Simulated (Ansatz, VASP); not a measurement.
**Two plane-wave programs on Al3GaAs4**

```
Al Ga As
1.0
     5.55855    0.00000    0.00000
     0.00000    5.55855    0.00000
     0.00000    0.00000    5.55855
Al Ga As
3 1 4
Direct
  0.00000 0.50000 0.50000
  0.50000 0.50000 0.00000
  0.50000 0.00000 0.50000
  0.00000 0.00000 0.00000
  0.73850 0.73850 0.26150
  0.73850 0.26150 0.73850
  0.26150 0.73850 0.73850
  0.26150 0.26150 0.26150
```

Change from the starting cell: species swapped into the Zn3CdSe4 type (P-43m, No. 215).

Alike in both runs: task single point; functional PBE; k mesh 4 × 4 × 4; occupations gaussian, width 0.1 eV; no spin polarisation.

|  | VASP | Ansatz |
| --- | --- | --- |
| version | VASP 6.6.1 | Ansatz 0.2.0 |
| potentials or method | VASP PAW PBE potentials, release 64 (Al, Ga_d, As) | scalar-relativistic, plane waves, PAW |
| plane-wave cutoff (eV) | 520 | 420 |
| valence electrons in the cell | 42 | 82 |

|  | VASP | Ansatz | Ansatz less VASP |
| --- | --- | --- | --- |
| gap on the k mesh at the Fermi level (eV) | 1.05 | 1.05 | +0.009 |
| least direct gap on the mesh (eV) | 1.05 | 1.05 | +0.009 |
| pressure (GPa) | 8.2 | 7.9 | -0.25 |
| rms of the force components (eV/Å) | 0.522 | 0.521 | -0.0017 |

Atom by atom the forces differ by 0.002 eV/Å (rms over components). With one functional, cell and mesh, what is left measures potentials, basis and numerics. The two sets of potentials don't hold the same shells in valence.

Caveats: forces of over 1 eV/Å show positions far from the minimum, so gaps and moduli don't describe the material at rest. A k mesh can miss the band edges.
